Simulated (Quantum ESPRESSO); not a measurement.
Crystal: BP.

```
P B
1.0
     0.00000    2.26900    2.26900
     2.26900    0.00000    2.26900
     2.26900    2.26900    0.00000
P B
1 1
Cartesian
  1.1345 1.1345 1.1345
  0.0000 0.0000 0.0000
```

- Program: Quantum ESPRESSO 7.5
- Task: relaxation of cell and atoms
- Functional: revPBE
- Dispersion: D2
- Potentials or basis: PseudoDojo 0.4.1 SR PBE standard
- Cutoff: 1034 eV
- Density cutoff: 4136 eV
- k mesh: 10 × 10 × 10
- Occupations: fermi-dirac, width 0.05 eV
- Spin: no spin polarisation

At the start: pressure -3.9 GPa; volume 11.68 Å³/atom.

**Question.** How do energy, volume and symmetry change on relaxing?

**Answer.** Over 3 steps the energy falls by 3.5 meV/atom and the volume is 11.40 Å³/atom (-2.4 %); space group F-43m (No. 216, to 0.05 Å).

The path:
```csv
step,energy change (eV),largest force (eV/Å),pressure (GPa),volume (Å³)
1,0.0000,0.0000,-3.94,23.36
2,-0.0031,0.0000,-2.98,23.22
3,-0.0069,0.0000,0.07,22.79
```

Final structure:
```
CELL_PARAMETERS angstrom
0.00000 2.25036 2.25036
2.25036 0.00000 2.25036
2.25036 2.25036 0.00000
ATOMIC_POSITIONS crystal
P 0.25000 0.25000 0.25000
B 0.00000 0.00000 0.00000
```

Caveat: the potentials were made for another functional, which shifts forces and pressure.
